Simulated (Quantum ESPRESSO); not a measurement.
V:

```
V
1.0
    -1.51435    1.51435    1.51435
     1.51435   -1.51435    1.51435
     1.51435    1.51435   -1.51435
V
1
Direct
  0.00000 0.00000 0.00000
```

Base run:

* Program: Quantum ESPRESSO 7.5
* Functional: PBE
* Potentials or basis: SSSP 1.3 efficiency PBE
* Cutoff: 748 eV
* Density cutoff: 5987 eV
* k mesh: 12 × 12 × 12
* Occupations: fermi-dirac, width 0.05 eV
* Spin: collinear spin, ferromagnetic start
* Starting moments: [2.0] μB

Its results: band gap on the k mesh none (metal or under the smearing width); pressure -5.5 GPa; net moment 0.00 μB per cell.

The run is repeated on the same cell with these changes: potentials or basis from SSSP 1.3 efficiency PBE to SPMS 1.0 PBE; cutoff from 748 eV to 952 eV; density cutoff from 5987 eV to 3810 eV; k mesh from 12 × 12 × 12 to 4 × 4 × 4. What comes out?

Band gap on the k mesh none (metal or under the smearing width); pressure -6.1 GPa; net moment 0.00 μB per cell.

Caveats: some runs use coarse meshes.

Not every run made on this cell is shown here.
